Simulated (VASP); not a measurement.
# KCl (Sylvite) (Fm-3m) in VASP: a series of runs

KCl (Sylvite) is run at these levels: PBE; tasks: single point.

Everything below comes from runs of VASP 6.6.1. Logs are shortened: lines on timing, memory, paths and dates and some standing lists are left out, and cuts for length are marked.

**Measured values to compare with.**

From a printed reference work, monograph, for a bulk crystal of KCl: band gap 8.68 eV.

The results are compared with them further down.

## Step 1: The cell of the first run

Symmetry: Fm-3m, No. 225, cubic system. The conventional cell has a = 6.208 Å, b = 6.208 Å, c = 6.208 Å, α = 90.00°, β = 90.00°, γ = 90.00°. K (site symmetry m-3m) has 6 Cl at 3.10 Å within 4.1 Å. Cl (site symmetry m-3m) has 6 K at 3.10 Å within 4.1 Å.

## Step 2: Single point, PBE

Contents of INCAR:

```
ALGO = Normal
EDIFF = 1E-6
ENCUT = 520
GGA = PE
ISIF = 2
ISMEAR = -1
LASPH = T
LCHARG = F
LREAL = F
LWAVE = F
NBANDS = 15
NELM = 60
PREC = Accurate
SIGMA = 0.05
```

Contents of KPOINTS:

```
k-points
0
Gamma
  7 7 7
```

Contents of POSCAR:

```
KCl
1.0
    0.0000000000      3.1039449222      3.1039449222
    3.1039449222      0.0000000000      3.1039449222
    3.1039449222      3.1039449222      0.0000000000
K Cl
1 1
Direct
    0.0000000000      0.0000000000      0.0000000000
    0.5000000000      0.5000000000      0.5000000000
```

Potentials or basis: VASP PAW PBE potentials, release 64 (K_sv, Cl).

The run is started by

```
$ cat potpaw_PBE.64/K_sv/POTCAR potpaw_PBE.64/Cl/POTCAR > POTCAR
$ mpirun -np 1 vasp_std > vasp.out
```

OUTCAR:

```text
EDIFF = 1E-6
   ENCUT = 520
   GGA = PE
   ISIF = 2
   ISMEAR = -1
   LASPH = T
   LREAL = F
   NELM = 60
   PREC = Accurate

 ion  position               nearest neighbor table
   1  0.000  0.000  0.000-   2 3.10   2 3.10   2 3.10   2 3.10   2 3.10   2 3.10
   2  0.500  0.500  0.500-   1 3.10   1 3.10   1 3.10   1 3.10   1 3.10   1 3.10

  LATTYP: Found a face centered cubic cell.
 ALAT       =     6.2078898444

  Lattice vectors:

 A1 = (   0.0000000000,   3.1039449222,   3.1039449222)
 A2 = (   3.1039449222,   0.0000000000,   3.1039449222)
 A3 = (   3.1039449222,   3.1039449222,   0.0000000000)

Analysis of symmetry for initial positions (statically):
=====================================================================
 Subroutine PRICEL returns:
 Original cell was already a primitive cell.

 Routine SETGRP: Setting up the symmetry group for a
 face centered cubic supercell.

 Subroutine GETGRP returns: Found 48 space group operations
 (whereof 48 operations were pure point group operations)
 out of a pool of 48 trial point group operations.

The static configuration has the point symmetry O_h .

Analysis of symmetry for dynamics (positions and initial velocities):
=====================================================================
 Subroutine PRICEL returns:
 Original cell was already a primitive cell.

 Routine SETGRP: Setting up the symmetry group for a
 face centered cubic supercell.

 Subroutine GETGRP returns: Found 48 space group operations
 (whereof 48 operations were pure point group operations)
 out of a pool of 48 trial point group operations.

The dynamic configuration has the point symmetry O_h .

 Subroutine INISYM returns: Found 48 space group operations
 (whereof 48 operations are pure point group operations),
 and found     1 'primitive' translations

----------------------------------------------------------------------------------------

                                     Primitive cell

  volume of cell :      59.8098

  direct lattice vectors                    reciprocal lattice vectors
     0.000000000  3.103944922  3.103944922    -0.161085333  0.161085333  0.161085333
     3.103944922  0.000000000  3.103944922     0.161085333 -0.161085333  0.161085333
     3.103944922  3.103944922  0.000000000     0.161085333  0.161085333 -0.161085333

[... 84 lines left out ...]
   ISIF   =      2    stress and relaxation
   ISYM   =      2    0-nonsym 1-usesym 2-fastsym
   POTIM  = 0.5000    time-step for ionic-motion
   TEBEG  =    0.0;   TEEND  =   0.0 temperature during run
   PSTRESS=    0.0 pullay stress
   NELECT =      16.0000    total number of electrons
   NUPDOWN=      -1.0000    fix difference up-down
   EMIN   =  10.00;   EMAX   =-10.00  energy-range for DOS
   EFERMI =   0.00;   METHOD = LEGACY
   ISMEAR =    -1;   SIGMA  =   0.05  broadening in eV -4-tet -1-fermi 0-gaus
   EFERMI_NEDOS =   21; number of points for ismear=-14 and -15
   IALGO  =     38    algorithm
   IMIX   =      4    mixing-type and parameters
     AMIX     =   0.40;   BMIX     =  1.00
     AMIX_MAG =   1.60;   BMIX_MAG =  1.00
  volume/ion in A,a.u.               =      29.90       201.81
  Fermi-wavevector in a.u.,A,eV,Ry     =   1.054850  1.993378 15.139326  1.112709
  Thomas-Fermi vector in A             =   2.190026
   LORBIT       =      0    0 simple, 1 ext, 2 COOP (PROOUT), +10 PAW based schemes
   GGA     = PE    functional components
   LHFCALC =     F    Hartree Fock is set to
   AEXX    =    0.0000 exact exchange contribution
   IVDW    =     0    specifies the selected vdW correction
   LEPSILON=     F    determine dielectric tensor
   LRPA    =     F    only Hartree local field effects (RPA)
 non-spin polarized calculation
  energy-cutoff  :      520.00
  volume of cell :       59.81
 maximum number of plane-waves:      1639
 NGX is ok and might be reduce to    36
   NGX = 17   NGY = 17   NGZ = 17

 number of electron      16.0000002 magnetization

 Free energy of the ion-electron system (eV)
  ---------------------------------------------------
  ext. energy  EPLUGINS =         0.00000000
  ---------------------------------------------------
  free energy    TOTEN  =        -6.78427120 eV

  energy without entropy =       -6.78427120  energy(sigma->0) =       -6.78427120

 E-fermi :  -0.6086     XC(G=0):  -7.7076

 val. band max:       -1.6741656116   @ k =   0.0000   0.0000   0.0000
 cond. band min:       3.6570685217   @ k =   0.0000   0.0000   0.0000
 fundamental gap:      5.3312341333
 Fermi energy:        -0.6085715049

 k-point     1 :       0.0000    0.0000    0.0000
  band No.  band energies     occupation
      1     -28.7751      2.00000
      2     -13.8397      2.00000
      3     -12.2366      2.00000
      4     -12.2366      2.00000
      5     -12.2366      2.00000
      6      -1.6742      2.00000
      7      -1.6742      2.00000
      8      -1.6742      2.00000
      9       3.6571      0.00000
     10       6.7260      0.00000
     11       6.7260      0.00000
     12       6.7260      0.00000
     13       7.6254      0.00000
     14       7.6254      0.00000
[... 329 lines left out ...]
      2     -13.8521      2.00000
      3     -12.3593      2.00000
      4     -12.3172      2.00000
      5     -12.1367      2.00000
      6      -2.2938      2.00000
      7      -2.2022      2.00000
      8      -2.0625      2.00000
      9       6.1003      0.00000
     10       6.8419      0.00000
     11       8.0545      0.00000
     12       8.4263      0.00000
     13       9.8653      0.00000
     14       9.9907      0.00000
     15      10.9010      0.00000

------------------------ aborting loop because EDIFF is reached ----------------------------------------

  FORCE on cell =-STRESS in cart. coord.  units (eV):
  Direction    XX          YY          ZZ          XY          YZ          ZX
  --------------------------------------------------------------------------------------
  -------------------------------------------------------------------------------------
  Total        0.6283068      0.6283068      0.6283068      0.0000000      0.0000000      0.0000000
  in kB       16.8310171     16.8310171     16.8310171      0.0000000      0.0000000      0.0000000
  external PRESSURE =      16.8310171 kB  Pullay stress =       0.0000000 kB

 VOLUME and BASIS-vectors are now :
 -----------------------------------------------------------------------------
  energy-cutoff  :      520.00
  volume of cell :       59.81
      direct lattice vectors                 reciprocal lattice vectors
     0.000000000  3.103944922  3.103944922    -0.161085333  0.161085333  0.161085333
     3.103944922  0.000000000  3.103944922     0.161085333 -0.161085333  0.161085333
     3.103944922  3.103944922  0.000000000     0.161085333  0.161085333 -0.161085333

 POSITION                                       TOTAL-FORCE (eV/Angst)
 -----------------------------------------------------------------------------------
      0.00000      0.00000      0.00000        -0.000000     -0.000000      0.000000
      3.10394      3.10394      3.10394         0.000000      0.000000     -0.000000
 -----------------------------------------------------------------------------------
    total drift:                                0.000000      0.000000      0.000000

  FREE ENERGIE OF THE ION-ELECTRON SYSTEM (eV)
  ---------------------------------------------------
  free  energy   TOTEN  =        -6.7842712018 eV

  energy  without entropy=       -6.7842712018  energy(sigma->0) =       -6.78427120
```

OSZICAR:

```text
N       E                     dE             d eps       ncg     rms          rms(c)
DAV:   1     0.106577857225E+03    0.10658E+03   -0.73770E+03   600   0.978E+02
DAV:   2    -0.706901514511E+00   -0.10728E+03   -0.98213E+02   793   0.242E+02
DAV:   3    -0.682576076624E+01   -0.61189E+01   -0.60902E+01   831   0.518E+01
DAV:   4    -0.706365304715E+01   -0.23789E+00   -0.23784E+00   865   0.875E+00
DAV:   5    -0.706548159027E+01   -0.18285E-02   -0.18285E-02   838   0.896E-01    0.354E+00
DAV:   6    -0.678516144619E+01    0.28032E+00   -0.40515E-01   740   0.329E+00    0.290E+00
DAV:   7    -0.677131345732E+01    0.13848E-01   -0.10041E-01   817   0.183E+00    0.164E+00
DAV:   8    -0.678300937395E+01   -0.11696E-01   -0.15082E-02   714   0.939E-01    0.175E-01
DAV:   9    -0.678370636350E+01   -0.69699E-03   -0.78795E-04   831   0.179E-01    0.947E-02
DAV:  10    -0.678426318862E+01   -0.55683E-03   -0.58721E-04   628   0.150E-01    0.200E-02
DAV:  11    -0.678426851213E+01   -0.53235E-05   -0.22979E-05   822   0.282E-02    0.727E-03
DAV:  12    -0.678427103325E+01   -0.25211E-05   -0.43324E-06   649   0.145E-02    0.400E-03
DAV:  13    -0.678427120184E+01   -0.16859E-06   -0.29014E-07   636   0.299E-03
   1 F= -.67842712E+01 E0= -.67842712E+01  d E =-.598617E-10
```

stdout:

```text
POSCAR found type information on POSCAR K Cl
 POSCAR found :  2 types and       2 ions
 scaLAPACK will be used
 LDA part: xc-table for (Slater+PW92), standard interpolation
 POSCAR, INCAR and KPOINTS ok, starting setup
 FFT: planning ... GRIDC
 FFT: planning ... GRID_SOFT
 FFT: planning ... GRID
 WAVECAR not read
 entering main loop
```

Wall time 23 s (1 thread of Intel Xeon Platinum 8259CL at 2.50GHz (Skylake/Cascade Lake), shared host); peak memory 0.2 GiB.

Results:

```yaml
Free_energy: -6.7843 eV
Pressure: 1.7 GPa
Band_gap_on_the_k_mesh: 5.33 eV, direct
```

## Step 3: Single point, PBE

This run uses another cell than the first one, of 30.53 Å³/atom, 1.021 times its volume.

Contents of INCAR:

```
  ALGO = Normal
  EDIFF = 1E-6
  ENCUT = 520
  GGA = PE
  ISIF = 2
  ISMEAR = -1
  LASPH = T
  LCHARG = T
  LELF = T
  LREAL = F
  LVHAR = T
  LWAVE = F
  NBANDS = 15
  NELM = 100
  PREC = Accurate
  SIGMA = 0.05
```

KPOINTS is that of step 2.

Contents of POSCAR:

```
KCl
1.0
    0.0000000000      3.1253521154      3.1253521154
    3.1253521154      0.0000000000      3.1253521154
    3.1253521154      3.1253521154      0.0000000000
K Cl
1 1
Direct
    0.0000000000      0.0000000000      0.0000000000
    0.5000000000      0.5000000000      0.5000000000
```

Potentials or basis: VASP PAW PBE potentials, release 64 (K_sv, Cl).

The run is started by

```
$ cat potpaw_PBE.64/K_sv/POTCAR potpaw_PBE.64/Cl/POTCAR > POTCAR
$ mpirun -np 1 vasp_std > vasp.out
```

OUTCAR:

```text
EDIFF = 1E-6
   ENCUT = 520
   GGA = PE
   ISIF = 2
   ISMEAR = -1
   LASPH = T
   LREAL = F
   NELM = 100
   PREC = Accurate

 ion  position               nearest neighbor table
   1  0.000  0.000  0.000-   2 3.13   2 3.13   2 3.13   2 3.13   2 3.13   2 3.13
   2  0.500  0.500  0.500-   1 3.13   1 3.13   1 3.13   1 3.13   1 3.13   1 3.13

  LATTYP: Found a face centered cubic cell.
 ALAT       =     6.2507042308

  Lattice vectors:

 A1 = (   0.0000000000,   3.1253521154,   3.1253521154)
 A2 = (   3.1253521154,   0.0000000000,   3.1253521154)
 A3 = (   3.1253521154,   3.1253521154,   0.0000000000)

Analysis of symmetry for initial positions (statically):
=====================================================================
 Subroutine PRICEL returns:
 Original cell was already a primitive cell.

 Routine SETGRP: Setting up the symmetry group for a
 face centered cubic supercell.

 Subroutine GETGRP returns: Found 48 space group operations
 (whereof 48 operations were pure point group operations)
 out of a pool of 48 trial point group operations.
[... 168 lines left out ...]
      2     -13.9013      2.00000
      3     -12.3709      2.00000
      4     -12.3709      2.00000
      5     -12.3709      2.00000
      6      -1.7604      2.00000
      7      -1.7604      2.00000
      8      -1.7604      2.00000
      9       3.4971      0.00000
     10       6.6309      0.00000
     11       6.6309      0.00000
     12       6.6309      0.00000
     13       7.5187      0.00000
     14       7.5187      0.00000
[... 329 lines left out ...]
      2     -13.9132      2.00000
      3     -12.4841      2.00000
      4     -12.4453      2.00000
      5     -12.2758      2.00000
      6      -2.3600      2.00000
      7      -2.2770      2.00000
      8      -2.1361      2.00000
      9       5.9914      0.00000
     10       6.7128      0.00000
     11       7.8681      0.00000
     12       8.2498      0.00000
     13       9.7014      0.00000
     14       9.8097      0.00000
     15      10.6878      0.00000

------------------------ aborting loop because EDIFF is reached ----------------------------------------

  FORCE on cell =-STRESS in cart. coord.  units (eV):
  Direction    XX          YY          ZZ          XY          YZ          ZX
  --------------------------------------------------------------------------------------
  -------------------------------------------------------------------------------------
  Total        0.4606425      0.4606425      0.4606425     -0.0000000      0.0000000     -0.0000000
  in kB       12.0878119     12.0878119     12.0878119     -0.0000000      0.0000000     -0.0000000
  external PRESSURE =      12.0878119 kB  Pullay stress =       0.0000000 kB

 VOLUME and BASIS-vectors are now :
 -----------------------------------------------------------------------------
  energy-cutoff  :      520.00
  volume of cell :       61.06
      direct lattice vectors                 reciprocal lattice vectors
     0.000000000  3.125352115  3.125352115    -0.159981974  0.159981974  0.159981974
     3.125352115  0.000000000  3.125352115     0.159981974 -0.159981974  0.159981974
     3.125352115  3.125352115  0.000000000     0.159981974  0.159981974 -0.159981974

 POSITION                                       TOTAL-FORCE (eV/Angst)
 -----------------------------------------------------------------------------------
      0.00000      0.00000      0.00000         0.000000      0.000000     -0.000000
      3.12535      3.12535      3.12535        -0.000000     -0.000000      0.000000
 -----------------------------------------------------------------------------------
    total drift:                                0.000000      0.000000      0.000000

  FREE ENERGIE OF THE ION-ELECTRON SYSTEM (eV)
  ---------------------------------------------------
  free  energy   TOTEN  =        -6.7958524001 eV

  energy  without entropy=       -6.7958524001  energy(sigma->0) =       -6.79585240
```

stdout:

```text
POSCAR found type information on POSCAR K Cl
 POSCAR found :  2 types and       2 ions
 scaLAPACK will be used
 LDA part: xc-table for (Slater+PW92), standard interpolation
 POSCAR, INCAR and KPOINTS ok, starting setup
 FFT: planning ... GRIDC
 FFT: planning ... GRID_SOFT
 FFT: planning ... GRID
 WAVECAR not read
 entering main loop
```

It took 26 s on 1 thread of Intel Xeon Platinum 8259CL at 2.50GHz (Skylake/Cascade Lake), shared host; peak memory 0.2 GiB.

Results:

```yaml
Free_energy: -6.7959 eV
Pressure: 1.2 GPa
Band_gap_on_the_k_mesh: 5.26 eV, direct
```

Levels at points of the mesh, in eV from the valence-band top:
```
           k point  band 5  band 6  band 7  band 8  band 9  band 10  band 11  band 12
(0.00, 0.00, 0.00)  -10.61    0.00    0.00    0.00    5.26     8.39     8.39     8.39
```

(Part 1 of 2 ends here.)
